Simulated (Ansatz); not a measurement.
A distorted cell of Li₃N (Li3N type, space group P6/mmm):

```
Li3N
1.0
    3.63435     0.00000     0.00000
   -1.81718     3.14744     0.00000
    0.00000     0.00000     3.86452
Li N
3 1
Direct
  0.00000   0.00000   0.50000
  0.33333   0.66667   0.99241
  0.66667   0.33333   0.00759
  0.00000   0.00000   0.00000
```

Calculation: PBE (plane waves to 420 eV, PAW, scalar-relativistic; Ansatz, a program for electronic structure). k mesh 10×10×9 (Γ-centred), fixed occupations. Compression counts positive. Li3N was relaxed with its symmetry unable to fall.

Problem. Predict the force on every atom, in eV/Å.

Solution. 
```json
[
 {"atom": "Li1", "Fx": "0.000", "Fy": "0.000", "Fz": "0.000"},
 {"atom": "Li2", "Fx": "0.000", "Fy": "0.000", "Fz": "-0.003"},
 {"atom": "Li3", "Fx": "0.000", "Fy": "0.000", "Fz": "0.003"},
 {"atom": "N4", "Fx": "0.000", "Fy": "0.000", "Fz": "0.000"}
]
```

(A displaced cell: forces are minus the slopes of the energy, force constants its curvatures, and phonons follow from these.)
